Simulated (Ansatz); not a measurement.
Write the native input for Ansatz 0.2.0 that does the following.

| Quantity | Value |
| --- | --- |
| Task | relaxation of cell and atoms |
| Functional | PBE |
| Potentials or basis | Ansatz PAW |
| Cutoff | 420 eV (not typed: the program's choice for these potentials) |
| k mesh | 8 × 8 × 6 |
| Occupations | fermi-dirac, width 0.05 eV |
| Spin | no spin polarisation |
| Hubbard terms | Cu d U = 4.5 eV |
| Hubbard projectors | ortho-atomic (the default) |
| Double counting | fll (the default) |

CuO:

```xyz
4
Lattice="3.4221 0.0000 0.0000 0.0000 3.4221 0.0000 0.0000 0.0000 4.2605" Properties=species:S:1:pos:R:3 pbc="T T T"
Cu    0.0000    1.7110    0.0000
Cu    1.7110    0.0000    2.1302
O     0.0000    0.0000    1.0651
O     0.0000    0.0000    3.1953
```

Measurements of this composition are mostly on another form, of space group No. 15.

One way to write it, as run:

input.yaml

```yaml
crystal:
  lattice:
    - [3.42205097, 0.0, 0.0]
    - [0.0, 3.42205097, 0.0]
    - [0.0, 0.0, 4.26046148]
  atoms:
    - { symbol: Cu, position: [0.0, 0.5, 0.0] }
    - { symbol: Cu, position: [0.5, 0.0, 0.5] }
    - { symbol: O, position: [0.0, 0.0, 0.25] }
    - { symbol: O, position: [0.0, 0.0, 0.75] }
hamiltonian:
  xc: pbe
  pseudopotentials: { kind: paw }
  hubbard: { sites: [{ species: Cu, l: d, u_eff: 4.5 }] }
kpoints:
  mp_grid: { grid: [8, 8, 6] }
scf:
  occupations: { method: fermi_dirac, width: 0.05 }
output:
  forces: true
  stress: true
  eigenvalues: true
relax:
  f_tol: 0.01
  max_steps: 40
  cell: { stress_tol: 0.05 }
```

Potentials or basis: Ansatz PAW.

Run with:

```sh
$ ansatz run input.yaml --threads 2 --pin off --max-ram 5632MiB --backend cpu --events-out ev --progress --plain --runs-dir out
```

Results of the run:

The relaxed volume is 11.37 Å³/atom. The relaxed cell is a = 2.962 Å, b = 2.962 Å, c = 5.184 Å, α = 90.00°, β = 90.00°, γ = 90.00° and the space group after relaxing (to 0.05 Å) is P4_2/mmc (No. 131). The energy gained by relaxing is 306.9 meV/atom. The ionic steps are 14 and the pressure after relaxing is 0.0 GPa. The band gap on the k mesh is none (metal or under the smearing width).

Caveat: the electronic state changed during the relaxation; the plane-wave basis is chosen anew once the cell has moved, so the energies of steps on either side of that aren't comparable; the pressure holds a Pulay correction of +0.6 GPa for the finite cutoff; the run has no spin polarisation, though such a crystal can be magnetic; U without spin polarisation on a metal has little footing.

Wall time 49 s on 2 threads of Arm Neoverse V1, on a shared host, peak memory 0.42 GiB.
